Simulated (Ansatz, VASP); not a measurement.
KTaO3 in VASP and in Ansatz

Contents of POSCAR:

```
KTaO3
1.0
    4.0296399297      0.0000000000      0.0000000000
    0.0000000000      4.0296399297      0.0000000000
    0.0000000000      0.0000000000      4.0296399297
K Ta O
1 1 3
Direct
    0.0000000000      0.0000000000      0.0000000000
    0.5000000000      0.5000000000      0.5000000000
    0.5000000000      0.5000000000      0.0000000000
    0.5000000000      0.0000000000      0.5000000000
    0.0000000000      0.5000000000      0.5000000000
```

The input INCAR.step1:

```
PREC = Accurate
ENCUT = 520
ISMEAR = 0
SIGMA = 0.01
LREAL = False
LASPH = True
NELM = 60
NBANDS = 27
GGA = PE
ALGO = Normal
EDIFF = 1E-4
LWAVE = True
LCHARG = False
```

Contents of INCAR.step2:

```
PREC = Accurate
ENCUT = 520
EDIFF = 1E-6
ISMEAR = 0
SIGMA = 0.01
LREAL = False
LASPH = True
NELM = 60
ALGO = Normal
ISIF = 2
LWAVE = False
LCHARG = False
METAGGA = R2SCAN
LMIXTAU = True
NBANDS = 27
ISTART = 1
```

Contents of KPOINTS:

```
regular mesh
0
Gamma
  6 6 6
```

Input for Ansatz:

```yaml
crystal:
  lattice:
    - [4.0296399297, 0.0, 0.0]
    - [0.0, 4.0296399297, 0.0]
    - [0.0, 0.0, 4.0296399297]
  atoms:
    - { symbol: K, position: [0.0, 0.0, 0.0] }
    - { symbol: Ta, position: [0.5, 0.5, 0.5] }
    - { symbol: O, position: [0.5, 0.5, 0.0] }
    - { symbol: O, position: [0.5, 0.0, 0.5] }
    - { symbol: O, position: [0.0, 0.5, 0.5] }
kpoints:
  mp_grid: { grid: [6, 6, 6] }
hamiltonian:
  xc: r2scan
scf:
  occupations: { method: fixed }
  n_extra_bands: 5
output:
  forces: true
  stress: true
  eigenvalues: true
```

Alike in both runs: task single point; functional r2SCAN; k mesh 6 × 6 × 6; no spin polarisation.

|  | VASP | Ansatz |
| --- | --- | --- |
| version | VASP 6.6.1 | Ansatz 0.2.0 |
| potentials or method | VASP PAW PBE potentials, release 64 (K_sv, Ta_pv, O) | plane waves, PAW |
| plane-wave cutoff (eV) | 520 | 500 |
| occupations | gaussian, width 0.01 eV | fixed |
| valence electrons in the cell | 38 | 40 |

```tsv
	VASP	Ansatz	Ansatz less VASP
gap on the k mesh at the Fermi level (eV)	2.52	2.55	+0.029
pressure (GPa)	-5.0	-5.8	-0.79
```

The two sets of potentials don't hold the same shells in valence.

Caveats: the PAW data sets were made with another functional, which shifts forces and pressure a little (VASP); spin-orbit coupling is left out, which moves the levels of the heavy elements. r2SCAN opens gaps a little over a GGA but as a rule still falls short of measured ones. A k mesh can miss the band edges.
